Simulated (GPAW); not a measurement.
Runs of GPAW 26.7.0 on FeO (Wuestite). Symmetry: Fm-3m, No. 225, cubic system. The conventional cell has a = 4.311 Å, b = 4.311 Å, c = 4.311 Å, α = 90.00°, β = 90.00°, γ = 90.00°. Fe (site symmetry m-3m) has 6 O at 2.16 Å as nearest neighbours. O (site symmetry m-3m) has 6 Fe at 2.16 Å as nearest neighbours. 

| task | level | potentials or basis | cell | cutoff (eV) | maxiter | optimizer | fmax | max steps | target pressure | gap on the mesh (eV) | pressure (GPa) | moment (μB) |
| --- | --- | --- | --- | --- | --- | --- | --- | --- | --- | --- | --- | --- |
| relaxation of cell and atoms | PBEsol | PAW data sets generated in the run's folder for this functional, pw | relaxed to 10 GPa | 800 | 150 | BFGS | 0.02 eV/Å | 60 | 10 GPa | none | 10.0 | (a) |
| relaxation of cell and atoms | PBEsol | PAW data sets generated in the run's folder for this functional, pw | relaxed to 30 GPa | 800 | 150 | BFGS | 0.02 eV/Å | 60 | 30 GPa | none | 29.9 | 3.73 |
| magnons | LDA | the program's PAW data sets (release 1.2.1) made for this functional, pw | Fm-3m, 10.01 Å³/atom | 600 | 150 | - | - | - | - | none | - | 4.00 |
| relaxation of cell and atoms | PBEsol | PAW data sets generated in the run's folder for this functional, pw | relaxed | 800 | 150 | BFGS | 0.02 eV/Å | 60 | - | none | 0.2 | 4.00 |
| magnons | LDA | the program's PAW data sets (release 1.2.1) made for this functional, pw | Fm-3m, 9.81 Å³/atom | 600 | 150 | - | - | - | - | none | - | 3.99 |
| relaxation of cell and atoms | PBEsol | PAW data sets generated in the run's folder for this functional, pw | relaxed to 5 GPa | 800 | 150 | BFGS | 0.02 eV/Å | 60 | 5 GPa | none | 5.0 | 3.99 |
| single point | LDA | the program's PAW data sets (release 1.2.1) made for this functional, pw | Fm-3m, 10.01 Å³/atom | 600 | 120 | - | - | - | - | none | -19.8 | 4.00 |
| magnons | LDA | the program's PAW data sets (release 1.2.1) made for this functional, pw | Fm-3m, 10.61 Å³/atom | 600 | 150 | - | - | - | - | none | - | 4.00 |

Alike in all rows: spin collinear, ferromagnetic start; k mesh 9 × 9 × 9; smearing fermi-dirac 0.05 eV.

Question: Fill in the values left out.

Answer: (a) 3.98.

Caveats: a cell with one magnetic atom can't hold antiferromagnetic order, which such compounds often take; semilocal functionals often make such compounds metallic where correlation or magnetic order opens a gap, which also shifts bond lengths; each step starts from the last one's moments, so a moment once lost doesn't come back (some runs); later steps reuse the first step's grids (some runs); the number of bands moves the energies at small q by some ten meV (some runs); the exchange constants hang on this mesh and on the site radius (some runs); magnon energies are noisy on this mesh (some runs).

A gap of «none» marks a metal or a gap under the smearing width.

Runs at the PBE level aren't shown here.
